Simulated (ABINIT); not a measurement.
Runs of ABINIT 10.8.3 (patched build) on CdS (Hawleyite). It takes space group F-43m (No. 216, cubic). Conventional cell: a = 5.833 Å, b = 5.833 Å, c = 5.833 Å, α = 90.00°, β = 90.00°, γ = 90.00°. Cd (site symmetry -43m) has 4 S at 2.53 Å as nearest neighbours. S (site symmetry -43m) is surrounded by 4 Cd at 2.53 Å. 

```csv
task,level,potentials or basis,k mesh,cutoff (eV),fine-grid cutoff,gap on the mesh (eV),pressure (GPa),V0 of scaled cells (Å³/atom),B0 (GPa)
single point,PBE,JTH PAW PBE v2.0,5 × 5 × 5,599,1197.3 eV,1.12,(b),-,-
band structure,r2SCAN,JTH PAW LDA v2.0,8 × 8 × 8,653,1251.72 eV,1.55,1.3,-,-
equation of state,LDA,JTH PAW LDA v2.0,8 × 8 × 8,707,1306.15 eV,-,-,23.86,68
band structure,HCTH407,JTH PAW PBE v2.0,8 × 8 × 8,599,1197.3 eV,1.64,(d),-,-
equation of state,AM05,JTH PAW PBE v2.0,8 × 8 × 8,599,1197.3 eV,-,-,(c),(a)
band structure,r2SCAN,JTH PAW PBE v2.0,8 × 8 × 8,653,1251.72 eV,1.56,1.4,-,-
single point,PBEsol,JTH PAW PBE v2.0,5 × 5 × 5,544,1088.46 eV,0.98,-,-,-
```

Alike in all rows: no spin polarisation; cell as given; smearing fermi-dirac 0.05 eV.

**Question.** Fill in the values left out.

**Answer.** (a) 58; (b) 2.9; (c) 24.95; (d) 5.2.

Caveats: the PAW data sets were made with another functional, which shifts forces and pressure a little (some runs); pressures at fixed basis lie under the slope of the energies (some runs).

A k mesh can miss the band edges, and the runs leave out spin-orbit coupling on Cd.
